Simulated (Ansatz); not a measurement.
**SrTe (rocksalt): zero-pressure volume and bulk modulus with BLYP**

The task here is to estimate one member of a computed series from the others.

Program: Ansatz 0.2.0. Level of theory: DFT BLYP, scalar-relativistic, plane waves, PAW. These are calculated values, not measurements.

## Starting point

Symmetry: Fm-3m, No. 225, cubic system. The conventional cell has a = 6.470 Å, b = 6.470 Å, c = 6.470 Å, α = 90.00°, β = 90.00°, γ = 90.00°. Sr (site symmetry m-3m) has 6 Te at 3.23 Å in its first shell of neighbours. Te (site symmetry m-3m) has 6 Sr at 3.23 Å in its first shell of neighbours.

Structure file:

```cif
data_structure
_symmetry_space_group_name_H-M 'P 1'
_symmetry_Int_Tables_number 1
_cell_length_a 4.5750
_cell_length_b 4.5750
_cell_length_c 4.5750
_cell_angle_alpha 60.000
_cell_angle_beta 60.000
_cell_angle_gamma 60.000
_cell_volume 67.71
loop_
_atom_site_label
_atom_site_type_symbol
_atom_site_fract_x
_atom_site_fract_y
_atom_site_fract_z
_atom_site_occupancy
Sr1 Sr 0.50000 0.50000 0.50000 1
Te1 Te 0.00000 0.00000 0.00000 1
```

An earlier run on this cell at PBE gave 4.65 GPa at 33.855 Å³/atom (6×6×6 mesh), mesh gap 1.47 eV. The cell is compressed at this level.

The first run:

Input file input.yaml:

```yaml
crystal:
  lattice:
    - [0.0, 3.2349999084, 3.2349999084]
    - [3.2349999084, 0.0, 3.2349999084]
    - [3.2349999084, 3.2349999084, 0.0]
  atoms:
    - { symbol: Sr, position: [0.5, 0.5, 0.5] }
    - { symbol: Te, position: [0.0, 0.0, 0.0] }
basis:
  ecutwfc: 420
  ecutrho_ratio: 4
kpoints:
  mp_grid: { grid: [6, 6, 6] }
hamiltonian:
  xc: blyp
scf:
  occupations: { method: gaussian, width: 0.05 }
output:
  forces: true
  stress: true
  eigenvalues: true
```

Run with:

```console
$ ansatz run input.yaml --threads 4 --pin off --max-ram 8192MiB --backend cpu --events-out ev --progress --plain --runs-dir out
```

Steps of the session up to this table: At the given cell; Stepping to 35.402 Å³/atom; Stepping to 39.650 Å³/atom; Stepping to 39.917 Å³/atom; Volume × 0.98 of the new zero; Volume × 1.02 of the new zero; Volume × 0.96 of the new zero; Volume × 1.04 of the new zero.

One of the session's tables, all rows but one given; the rest of the session is left out.

It belongs to the step «Energy and pressure against volume». 

```
volume (Å³/atom)  energy (meV/atom)  pressure (GPa)
          38.320               6.24            1.30
          39.119               1.49            0.61
          39.917               0.00           -0.01
          40.715                  ?               ?
          41.514               5.52           -1.06
```

**Question.** Estimate the row for volume (Å³/atom) = 40.715.

Worked estimate for «energy (meV/atom)». A straight line through the neighbours (39.917, 0.00) and (41.514, 5.52) gives 0.00 + (5.52 − 0.00) × (40.715 − 39.917) / (41.514 − 39.917) = 2.76; a parabola fitted to 3 rows on both sides gives 1.34.

As computed: energy (meV/atom): 1.45; pressure (GPa): -0.56. In «energy (meV/atom)» the line misses by +1.31 and the parabola by -0.11.
